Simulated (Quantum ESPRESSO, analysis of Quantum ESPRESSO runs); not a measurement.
## Zn vacancy with two H in ZnO: local vibrational mode, PBE (Quantum ESPRESSO)

How near does this set-up come to the measured local vibrational mode? Subject: Zn vacancy with two H in ZnO. Set-up: PBE, GBRV 1.5 PBE, 32-site cell, PBE lattice, k: the single point 1/4 1/4 1/4, SCF cut short. The model is a cell of 32 host atoms with 1 Zn taken out and 2 H put in. The frequencies come from force constants among the defect atom and its neighbours, with the masses of the isotopes named.

What was measured. Upper O-H stretch: 3349.6 cm⁻¹ at 9 K, by FTIR absorption (quoted in “Hydrogen-related defects in hydrothermally grown ZnO studied by Fourier Transform Infrared Spectroscopy”, 2010, Halvard Haug, quoting earlier work (2003)). Lower O-H stretch: 3312.2 cm⁻¹ at 9 K, by FTIR absorption (quoted in “Hydrogen-related defects in hydrothermally grown ZnO studied by Fourier Transform Infrared Spectroscopy”, 2010, Halvard Haug, quoting earlier work (2003)).

Method: Quantum ESPRESSO plane-wave DFT, PBE, GBRV 1.5 PBE potentials; relaxation of all atoms of a defect supercell, in Quantum ESPRESSO 7.5.

### 1. Set-up

The cell holds 33 atoms: 15 Zn, 16 O and 2 H. Its edges and angles: a = 6.562 Å, b = 6.562 Å, c = 10.593 Å, α = 90.0°, β = 90.0°, γ = 120.0°. It derives from ZnO (space group P6_3mc). Nearest the centre at fractional (0.333, 0.667, 0.500): H32 at 1.00 Å, H33 at 1.02 Å, O27 at 1.98 Å, O12 at 2.00 Å, O14 at 2.00 Å, O4 at 2.02 Å, Zn5 at 3.24 Å, Zn24 at 3.25 Å.

The host's primitive cell comes from a first run (Quantum ESPRESSO plane-wave DFT, PBE, GBRV 1.5 PBE potentials; relaxation of cell and atoms of a defect-free cell): vectors of 3.281, 3.281 and 5.297 Å. That is 12.34 Å³ an atom, 3.7 % over the diffraction cell's volume. The supercell is built on it.

### 2. Relaxation, charge 0

Every later number rests on the structure around the defect, so the atoms are relaxed at the host's lattice first.

pw.in

```
&CONTROL
  calculation = 'relax'
  prefix = 'pwscf'
  outdir = './tmp'
  pseudo_dir = './pseudo'
  tprnfor = .true.
  disk_io = 'low'
  nstep = 70
  forc_conv_thr = 0.00039
  etot_conv_thr = 0.0001
/
&SYSTEM
  ibrav = 0
  nat = 33
  ntyp = 3
  ecutwfc = 45
  ecutrho = 360
  nbnd = 203
  occupations = 'smearing'
  smearing = 'fd'
  degauss = 0.00073499
  nosym = .true.
/
&ELECTRONS
  conv_thr = 3d-08
  electron_maxstep = 5
  mixing_beta = 0.5
/
&IONS
  ion_dynamics = 'bfgs'
/
ATOMIC_SPECIES
Zn    65.3800 zn_pbe_v1.uspp.F.UPF
O     15.9990 o_pbe_v1.2.uspp.F.UPF
H      1.0080 h_pbe_v1.4.uspp.F.UPF
CELL_PARAMETERS angstrom
   6.5616149739    0.0000000000    0.0000000000
  -3.2808074869    5.6825253113    0.0000000000
   0.0000000000    0.0000000000   10.5930620368
ATOMIC_POSITIONS crystal
Zn     0.1650385278    0.3334928274    0.2484270482
Zn     0.3312335640    0.1679251607   -0.0005128364
O      0.3350598870    0.1671990420    0.1878840643
O      0.1640572144    0.3301870716    0.4389651313
Zn     0.1676357977    0.3349554282    0.7483158191
Zn     0.3307301122    0.1656781033    0.4987327537
O      0.3321370546    0.1673120241    0.6879166341
O      0.1666012062    0.3357915717    0.9384289855
Zn     0.1641399471    0.8332728284    0.2489057712
Zn     0.3339628668    0.6658231239    0.0017019338
O      0.3344248368    0.6701053353    0.1894128912
O      0.1636833234    0.8302657252    0.4397412470
Zn     0.1682210903    0.8328410859    0.7514888476
O      0.3366432015    0.6678802272    0.6889356592
O      0.1636932791    0.8310562218    0.9404001123
Zn     0.6667968349    0.3311573209    0.2512662780
Zn     0.8305325907    0.1636014335   -0.0005053258
O      0.8299020290    0.1646806741    0.1899018349
O      0.6660940306    0.3359637717    0.4390625302
Zn     0.6673784518    0.3307186109    0.7498069235
Zn     0.8302142957    0.1655595045    0.5008171419
O      0.8357587922    0.1661446611    0.6903633286
O      0.6634526592    0.3319392680    0.9402745645
Zn     0.6667867606    0.8304191678    0.2503964456
Zn     0.8319386958    0.6684328429   -0.0008339286
O      0.8326485558    0.6689777029    0.1903698864
O      0.6645525953    0.8326270960    0.4410102516
Zn     0.6657434571    0.8311559729    0.7514683318
Zn     0.8331553663    0.6655170845    0.4982210433
O      0.8299133560    0.6645540785    0.6891467956
O      0.6634647249    0.8328738902    0.9391782968
H      0.3368342993    0.6681121221    0.5943726302
H      0.2480604785    0.4975065034    0.4685510170
K_POINTS crystal
1
0.25 0.25 0.25 1.0
```

Started as:

```bash
> OMP_NUM_THREADS=1 mpirun -n 4 pw.x -in pw.in > pw.out
```

The program printed:

```text
This program is part of the open-source Quantum ESPRESSO suite
     for quantum simulation of materials; please cite
         "P. Giannozzi et al., J. Phys.:Condens. Matter 21 395502 (2009);
         "P. Giannozzi et al., J. Phys.:Condens. Matter 29 465901 (2017);
         "P. Giannozzi et al., J. Chem. Phys. 152 154105 (2020);
          URL
     in publications or presentations arising from this work. More details at

     Subspace diagonalization in iterative solution of the eigenvalue problem:
     one sub-group per band group will be used
     scalapack distributed-memory algorithm (size of sub-group:  2*  2 procs)

     --------------------
     sticks:   dense  smooth     PW     G-vecs:    dense   smooth      PW
     Min         953     478    127                76821    27187    3813
     Max         955     479    128                76822    27189    3820
     Sum        3817    1915    511               307285   108751   15267

     Using Slab Decomposition

     bravais-lattice index     =            0
     lattice parameter (alat)  =      12.3997  a.u.
     unit-cell volume          =    2665.4481 (a.u.)^3
     number of atoms/cell      =           33
     number of atomic types    =            3
     number of electrons       =       398.00
     number of Kohn-Sham states=          203
     kinetic-energy cutoff     =      45.0000  Ry
     charge density cutoff     =     360.0000  Ry
     scf convergence threshold =      3.0E-08
     mixing beta               =       0.5000
     number of iterations used =            8  plain     mixing
     energy convergence thresh.=      1.0E-04
     force convergence thresh. =      3.9E-04
     Exchange-correlation=  SLA  PW   PBX  PBC
                           (   1   4   3   4   0   0   0)
     nstep                     =           70

     celldm(1)=  12.399655  celldm(2)=   0.000000  celldm(3)=   0.000000
     celldm(4)=   0.000000  celldm(5)=   0.000000  celldm(6)=   0.000000

     crystal axes: (cart. coord. in units of alat)
               a(1) = (   1.000000   0.000000   0.000000 )
               a(2) = (  -0.500000   0.866025   0.000000 )
               a(3) = (   0.000000   0.000000   1.614399 )

     reciprocal axes: (cart. coord. in units 2 pi/alat)
               b(1) = (  1.000000  0.577350 -0.000000 )
               b(2) = (  0.000000  1.154701  0.000000 )
               b(3) = (  0.000000 -0.000000  0.619426 )

     PseudoPot. # 1 for Zn read from file:
     zn_pbe_v1.uspp.F.UPF
     Pseudo is Ultrasoft, Zval = 20.0
     Generated by new atomic code, or converted to UPF format
     Using radial grid of  943 points,  6 beta functions with:
                l(1) =   0
                l(2) =   0
                l(3) =   1
[...]
Q(r) pseudized with  8 coefficients,  rinner =    1.100   1.100   1.100
[...]
atomic species   valence    mass     pseudopotential
     Zn               20.00    65.38000     Zn( 1.00)
     O                 6.00    15.99900     O ( 1.00)
     H                 1.00     1.00800     H ( 1.00)

     No symmetry found

   Cartesian axes

     site n.     atom                  positions (alat units)
         1        Zn     tau(   1) = (  -0.0017079   0.2888133   0.4010603  )
         2        Zn     tau(   2) = (   0.2472710   0.1454275  -0.0008279  )
         3        O      tau(   3) = (   0.2514604   0.1447986   0.3033198  )
         4        O      tau(   4) = (  -0.0010363   0.2859504   0.7086647  )
         5        Zn     tau(   5) = (   0.0001581   0.2900799   1.2080800  )
[...]
7        O      tau(   7) = (   0.2484810   0.1448965   1.1105717  )
[...]
28        Zn     tau(  28) = (   0.2501655   0.7198022   1.2131694  )
        29        Zn     tau(  29) = (   0.5003968   0.5763547   0.8043274  )
        30        O      tau(  30) = (   0.4976363   0.5755207   1.1125576  )
        31        O      tau(  31) = (   0.2470278   0.7212900   1.5162081  )
        32        H      tau(  32) = (   0.0027782   0.5786021   0.9595543  )
        33        H      tau(  33) = (  -0.0006928   0.4308533   0.7564281  )

     number of k points=     1  Fermi-Dirac smearing, width (Ry)=  0.0007
                       cart. coord. in units 2pi/alat
        k(    1) = (   0.2500000   0.4330127   0.1548564), wk =   2.0000000

     Dense  grid:   307285 G-vectors     FFT dimensions: (  75,  75, 125)

     Smooth grid:   108751 G-vectors     FFT dimensions: (  54,  54,  90)

     Check: negative core charge=   -0.000002

     Initial potential from superposition of free atoms

     starting charge     397.9978, renormalised to     398.0000
     Starting wfcs are  261 randomized atomic wfcs

     Self-consistent Calculation

     iteration #  1     ecut=    45.00 Ry     beta= 0.50
     Davidson diagonalization with overlap
     ethr =  1.00E-02,  avg # of iterations =  2.0

     total energy              =   -7440.74483571 Ry
     estimated scf accuracy    <       7.17093767 Ry

     iteration #  2     ecut=    45.00 Ry     beta= 0.50
     Davidson diagonalization with overlap
     ethr =  1.80E-03,  avg # of iterations =  3.0

     total energy              =   -7442.83505161 Ry
     estimated scf accuracy    <       3.56816283 Ry

     iteration #  3     ecut=    45.00 Ry     beta= 0.50
     Davidson diagonalization with overlap
     ethr =  8.97E-04,  avg # of iterations =  2.0

     total energy              =   -7443.43652325 Ry
     estimated scf accuracy    <       0.10571666 Ry

     iteration #  4     ecut=    45.00 Ry     beta= 0.50
     Davidson diagonalization with overlap
     ethr =  2.66E-05,  avg # of iterations =  6.0

     total energy              =   -7443.45607658 Ry
     estimated scf accuracy    <       0.03169578 Ry

     iteration #  5     ecut=    45.00 Ry     beta= 0.50
     Davidson diagonalization with overlap
     ethr =  7.96E-06,  avg # of iterations =  5.0

     total energy              =   -7443.45779733 Ry
     estimated scf accuracy    <       0.00597847 Ry

     End of self-consistent calculation

     convergence NOT achieved after   5 iterations: stopping

=------------------------------------------------------------------------------=
   JOB DONE.
=------------------------------------------------------------------------------=
```

Elapsed: 25 s, on 4 MPI ranks of Arm Neoverse V1, shared host; peak memory 1 GiB.

No converged result was reached; the numbers in the log don't describe the system.

### 3. Outcome

The local vibrational mode was not obtained, because the step “relaxation, charge 0” did not converge; the cause lies in the set-up: too few SCF iterations.

[Logs are printed without paths, hosts, clocks, repeated set-up lines and the standing remarks that a program may print on its own settings, such as how far it seeks lower states.]

[Hosts, paths, dates, database ids (printed as entryN), source tags and the programs' standing remarks are cut or masked in the printed files.]

[For some hosts the program warned that the k-mesh of the response run may be too coarse for force constants and the static dielectric constant; such warnings are not shown here.]
